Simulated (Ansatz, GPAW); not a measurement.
Given: the input of a run of GPAW 26.7.0 (ASE script) on MgO. The cell is a database's computed one, not the measured one.

run.py

```python
from ase import Atoms
from ase.dft.bandgap import bandgap
from ase.io import write
from ase.units import GPa
from gpaw import GPAW, PW

atoms = Atoms(['Mg', 'O'],
              cell=[[0.0, 2.0970013927, 2.0970013927],
                    [2.0970013927, 0.0, 2.0970013927],
                    [2.0970013927, 2.0970013927, 0.0]],
              scaled_positions=[[0.0, 0.0, 0.0],
                                [0.5, 0.5, 0.5]],
              pbc=True)

calc = GPAW(mode=PW(800),
            xc='PBE',
            kpts={'size': (11, 11, 11), 'gamma': True},
            occupations={'name': 'methfessel-paxton', 'order': 0, 'width': 0.024},
            nbands=16,
            convergence={'density': 1e-05, 'energy': 1e-05},
            maxiter=150,
            txt='gpaw.txt')
atoms.calc = calc
energy = atoms.get_potential_energy()
forces = atoms.get_forces()
stress = atoms.get_stress()
calc.write('gs.gpw')
write('result.traj', atoms)
print(f'Energy: {energy:.6f} eV')
print('Forces (eV/A):')
print(forces.round(4))
print('Stress (GPa):', (stress / GPa).round(3))
print('Fermi level:', round(calc.get_fermi_level(), 4), 'eV')
print(f'Gap: {bandgap(calc)[0]:.4f} eV, direct: {bandgap(calc, direct=True)[0]:.4f} eV')
```

Potentials or basis: GPAW PAW data sets (gpaw-data 1.2.1), pw.

Command:

```console
$ OMP_NUM_THREADS=1 python run.py
```

**Question.** Set up the same calculation for Ansatz 0.2.0. Potentials or basis there: Ansatz PAW, cutoff 420 eV.

**Answer.** As run (cutoffs and basis follow the program's own potentials, and thresholds, step limits or extra output files can differ):

input.yaml

```yaml
crystal:
  lattice:
    - [0.0, 2.0970013927, 2.0970013927]
    - [2.0970013927, 0.0, 2.0970013927]
    - [2.0970013927, 2.0970013927, 0.0]
  atoms:
    - { symbol: Mg, position: [0.0, 0.0, 0.0] }
    - { symbol: O, position: [0.5, 0.5, 0.5] }
hamiltonian:
  xc: pbe
  pseudopotentials: { kind: paw }
kpoints:
  mp_grid: { grid: [11, 11, 11] }
scf:
  occupations: { method: gaussian, width: 0.024 }
output:
  forces: true
  stress: true
  eigenvalues: true
```

Potentials or basis: Ansatz PAW.

Command:

```bash
$ ansatz run input.yaml --threads 2 --pin off --max-ram 5632MiB --backend cpu --events-out ev --progress --plain --runs-dir out
```

Both were run:

|  | GPAW | Ansatz |
| --- | --- | --- |
| Pressure | 7.0 GPa | 6.9 GPa |

Ansatz's pressure holds a Pulay term of +0.60 GPa for its cutoff of 420 eV, which the other run lacks.

Where Ansatz's input types no cutoff or centring, it takes its own default and a Γ-centred mesh.

Pressure is positive in compression.
